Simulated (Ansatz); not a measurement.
Runs of Ansatz 0.2.0 on ZnS (Wurtzite-6H). The structure is hexagonal, space group P6_3mc (No. 186). Conventional cell: a = 3.812 Å, b = 3.812 Å, c = 18.690 Å, α = 90.00°, β = 90.00°, γ = 120.00°. Around Zn (site symmetry 3m) lie 4 S at 2.33 to 2.34 Å. Zn (site symmetry 3m) has 4 S at 2.33 to 2.34 Å as nearest neighbours. Zn (site symmetry 3m) is surrounded by 4 S at 2.33 to 2.34 Å. S (site symmetry 3m) is surrounded by 4 Zn at 2.33 to 2.34 Å. Around S (site symmetry 3m) lie 4 Zn at 2.33 to 2.34 Å. S (site symmetry 3m) has 4 Zn at 2.33 to 2.34 Å as nearest neighbours. 

| task | level | cell | cutoff (eV) | points for each segment of the path | gap on the mesh (eV) | pressure (GPa) | relaxed volume (Å³/atom) |
| --- | --- | --- | --- | --- | --- | --- | --- |
| relaxation of cell and atoms | RPBE+D4 | relaxed | 420 | - | (c) | 0.0 | 19.27 |
| relaxation of cell and atoms | BLYP+D3(BJ) | relaxed | 420 | - | 2.16 | 0.0 | 19.52 |
| band structure | r2SCAN | as given | 500 | 10 | 2.72 | -0.1 | - |
| relaxation of cell and atoms | PBEsol+D3(BJ) | relaxed | 420 | - | (a) | 0.0 | 18.69 |
| relaxation of cell and atoms | BLYP | relaxed | 420 | - | (b) | 0.0 | 21.29 |
| relaxation of cell and atoms | RPBE+D3(BJ) | relaxed | 420 | - | 2.68 | 0.0 | 18.13 |

Alike in all rows: potentials or basis Ansatz PAW; no spin polarisation; k mesh 8 × 8 × 2; smearing fermi-dirac 0.05 eV.

Question: Estimate the missing entries.

Answer: (a) 2.23; (b) 1.76; (c) 2.41.

Caveats: the PAW data sets come from PBE, with cores solved anew for the run's functional, which leaves a small shift of forces and pressure; the plane-wave basis is chosen anew once the cell has moved, so the energies of steps on either side of that aren't comparable (some runs).

A k mesh can miss the band edges.

Runs at the PBE level aren't shown here.
